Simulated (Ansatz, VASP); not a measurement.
# C in VASP and in Ansatz

The input INCAR:

```
PREC = Accurate ; ENCUT = 520
EDIFF = 1E-6 ; ISMEAR = -1
SIGMA = 0.1 ; LREAL = F
LASPH = T ; NELM = 100
ALGO = Normal ; ISIF = 2
LWAVE = F ; LCHARG = T
GGA = B5 ; ALDAX = 1.0
AGGAX = 1.0 ; AGGAC = 1.0
ALDAC = 0.0 ; LELF = T
LVHAR = T ; NBANDS = 11
```

KPOINTS

```
Automatic mesh
0
Gamma
  22 22 4
```

The input POSCAR:

```
C
1.0
    1.7290714150      0.0000000000      0.0000000000
   -0.8645357075      1.4974197704      0.0000000000
    0.0000000000      0.0000000000      8.5537482001
C
2
Direct
    0.3333333333      0.6666666667      0.2500000000
    0.6666666667      0.3333333333      0.7500000000
```

Input for Ansatz:

```yaml
crystal:
  lattice:
    - [1.729071415, 0.0, 0.0]
    - [-0.8645357075, 1.4974197704, 0.0]
    - [0.0, 0.0, 8.5537482001]
  atoms:
    - { symbol: C, position: [0.3333333333, 0.6666666667, 0.25] }
    - { symbol: C, position: [0.6666666667, 0.3333333333, 0.75] }
hamiltonian:
  xc: blyp
  pseudopotentials:
    kind: paw
    azcp:
      C: "pseudopotentials/C.paw.azcp"
basis:
  ecutwfc: 420
  fft_grid_basis: typed
kpoints:
  mp_grid: { grid: [22, 22, 4], shift: [0, 0, 0] }
magnetization:
  spin_polarized: false
scf:
  occupations: { method: fermi_dirac, width: 0.1 }
  lower_state_search: "off"
output:
  stress: true
```

Alike in both runs: task single point; functional BLYP; k mesh 22 × 22 × 4; occupations fermi-dirac, width 0.1 eV; no spin polarisation.

```csv
,VASP,Ansatz
version,VASP 6.6.1,Ansatz 0.2.0
potentials or method,"VASP PAW PBE potentials, release 64 (C)","plane waves (420 eV) with PAW, scalar-relativistic"
plane-wave cutoff (eV),520,420
valence electrons in the cell,8,8
```

Ansatz gave:

```
pressure (GPa)                                  : 5.8
largest component of the traceless stress (GPa) : 5.48
```

Problem. Estimate VASP's values.

Solution. Pressure (GPa): 5.7; largest component of the traceless stress (GPa): 5.40.

Caveats: the PAW data sets were made with another functional, which shifts forces and pressure a little (VASP); this functional lacks dispersion, which binds the layers, so the pressure and a relaxed spacing across them are unreliable.
